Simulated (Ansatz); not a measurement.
LiF: what symmetry allows forces and stress to be

```yaml
crystal:
  lattice:
    - [0.08056, 1.94887, 1.96534]
    - [2.06544, 0.00000, 2.04590]
    - [1.98488, 1.94887, 0.08056]
  atoms:
    - { symbol: Li, position: [0.99421, 0.99120, 0.00579] }
    - { symbol: F, position: [0.50579, 0.50880, 0.49421] }
```

These are results of DFT PBE, scalar-relativistic, plane waves, PAW in Ansatz 0.2.0, not measurements.

Plane waves to 420 eV, a k mesh through Γ of 10×10×10 on the computed 2-atom cell and Gaussian smearing (0.02 eV); no spin polarisation.

This distorted cell has space group Cm, with 2 operations.

Task: Without a calculation: in which directions can each atom feel a force?

Result: A force must be left unchanged by every operation that keeps its atom in place, so it lies in the space that those operations leave fixed. Atoms that the group maps onto each other feel forces of one size.
```json
{"atom": "Li1", "site symmetry": "m", "operations at the site": "2", "equivalent to atom": "1", "allowed force (Cartesian)": "in the plane normal to (0.00, 1.00, 0.00)"}
{"atom": "F2", "site symmetry": "m", "operations at the site": "2", "equivalent to atom": "2", "allowed force (Cartesian)": "in the plane normal to (0.00, 1.00, 0.00)"}
```

That leaves 4 independent force components of 6, tied by 2 conditions that the forces sum to zero, so 2 remain. A relaxation in this cell that keeps the symmetry moves the atoms in these directions alone.

Task: And the stress tensor?

Result: It must be invariant under the point group, which leaves 4 independent components: yz, xy vanish.

Task: Do the computed values obey this?

Result: Yes. Forces (eV/Å):
```
Li1  0.029  0.000  0.137
F2  -0.029  0.000 -0.137
```

Stress (GPa, compression positive, xx yy zz yz xz xy): 7.92 9.14 9.61 0.00 -5.51 0.00. The program imposes the same operations on density, forces and stress, so this confirms the analysis and is no independent test of the calculation.